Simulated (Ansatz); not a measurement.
# Elastic constants of SiC at 13.2 GPa (stress–strain coefficients): input and output

Level of theory: DFT PBEsol, scalar-relativistic, plane waves, PAW in Ansatz.

Launched with:
```bash
ansatz run input.yaml --threads 1 --pin off --max-ram 1228MiB --backend cpu --events-out ev --progress --plain --runs-dir out
```

Input (bare energies are in eV):
```yaml
crystal:
  lattice:
    - [0.0, 2.1397, 2.1397]
    - [2.1397, 0.0, 2.1397]
    - [2.1397, 2.1397, 0.0]
  atoms:
    - { symbol: Si, position: [0.0, 0.0, 0.0] }
    - { symbol: C, position: [0.25, 0.25, 0.25] }
basis:
  ecutwfc: 420
kpoints:
  mp_grid: { grid: [12, 12, 12] }
hamiltonian:
  xc: pbesol
scf:
  occupations: { method: fixed }
output:
  forces: true
  stress: true
  eigenvalues: true
  polarization: {}
elastic:
  mode: relaxed_ion
  stencil: two_point
```

From the output:
```
--- Elastic constants: 2 strain directions × 2 members + reference (group order 24) ---
  dense FFT box of the reference and of every strained cell: 24×24×24
  strains applied: 11, 23; error gains: componentwise 1.00 (the most a stress slope's error grows in a printed constant), spectral 1.73 (1 for all six strains in a standard setting)
  C = ∂σ_k/∂η_j (tension-positive GPa; Voigt order 11 22 33 23 13 12):
       439.635    187.124    187.124      0.000     -0.000     -0.000
       187.124    439.635    187.124      0.000     -0.000      0.000
       187.124    187.124    439.635      0.000      0.000     -0.000
        -0.000     -0.000     -0.000    263.610      0.000      0.000
         0.000      0.000      0.000     -0.000    263.610      0.000
         0.000     -0.000      0.000      0.000      0.000    263.610
  reference stress σ⁰ (GPa):    -13.227    -13.227    -13.227     -0.000      0.000      0.000
  C* (energy form; C + prestress term) asymmetry max|C*_kj − C*_jk| = 1.137e-13 GPa — a small one proves nothing (zero by symmetry where the batch's group is 432, −43m or m−3m); a large one is finite-difference/SCF noise where every solve ...
  moduli (Voigt/Reuss/Hill, GPa): K = 271.29/271.29/271.29   G = 208.67/183.68/196.17   E = 474.22   ν = 0.209
  mechanically stable: yes (min eigenvalue of sym C = 252.51 GPa)
  e, the proper piezoelectric tensor (elastic.mode: relaxed_ion; C/m²; rows x y z; Voigt order 11 22 33 23 13 12):
      -0.00000    0.00000    0.00000    0.25771    0.00000    0.00000
       0.00000    0.00000    0.00000    0.00000    0.25771    0.00000
      -0.00000    0.00000    0.00000    0.00000    0.00000    0.25771
  ±, each entry's uncertainty from the finite density of the strings (C/m²), an estimate: the size of the correction for it that the entry includes:
       0.00000    0.00000    0.00000    0.00527    0.00000    0.00000
       0.00000    0.00000    0.00000    0.00000    0.00527    0.00000
       0.00000    0.00000    0.00000    0.00000    0.00000    0.00527
  the group's symmetry takes up to 3.1e-9 C/m² out of the measured responses: error of the strings' finite density and of the mesh across them, as far as it breaks the symmetry (raise kpoints.mp_grid and any string_points); the largest step ...
  strain η (Voigt 11):  stress-route row diagonal C_11 = 439.63 GPa, energy-path curvature d²(F+E_count+ΔE)/dδ²/Ω₀ = 439.81 GPa
         δ    σ_11 (GPa) F (eV) n_scf n_hpsi n_pw
    -2.000e-3     -14.1076        -868.6600419       7   26615    392   relax 0 steps, max|allowed force component| 2.78e-16 eV/Å
     2.000e-3     -12.3490        -868.6665115       7   26657    392   relax 0 steps, max|allowed force component| 2.78e-16 eV/Å
  strain η (Voigt 23):  stress-route row diagonal C_44 = 263.61 GPa, energy-path curvature d²(F+E_count+ΔE)/dδ²/Ω₀ = 270.33 GPa
         δ    σ_23 (GPa) F (eV) n_scf n_hpsi n_pw
    -2.000e-3      -0.5272        -868.6633180       5   35600    392   relax 3 steps, max|allowed force component| 8.19e-8 eV/Å
     2.000e-3       0.5272        -868.6633180       5   35620    392   relax 3 steps, max|allowed force component| 7.41e-8 eV/Å
--- Formal polarisation (Berry phase): one branch of a lattice of values; only differences between neighbouring runs are physical ---
  axis mesh electronic ionic p = total spread (rad) least overlap resolved gap  δp at fixed H ≤   (phases in cycles; p mod 2; gap in eV; gap and δp judge the states as solved, not the mesh's step, its ...
  b1    12×12×12        0.00000000     1.00000000     1.00000000      0.070910         0.9451        4.5088           8.8e-7
  b2    12×12×12        0.00000000     1.00000000     1.00000000      0.070910         0.9451        4.5088           8.8e-7
  b3    12×12×12       -0.00000000     1.00000000     1.00000000      0.070910         0.9451        4.5088           8.8e-7
  quantum along a1:   0.30889382 e/Å² =   494.902466 µC/cm²
  quantum along a2:   0.30889382 e/Å² =   494.902466 µC/cm²
  quantum along a3:   0.30889382 e/Å² =   494.902466 µC/cm²
  P = (  0.21842092,   0.21842092,   0.21842092) e/Å² = (  349.948890,   349.948890,   349.948890) µC/cm²  (mod the quanta)
```

The cell is the ideal cubic zincblende prototype.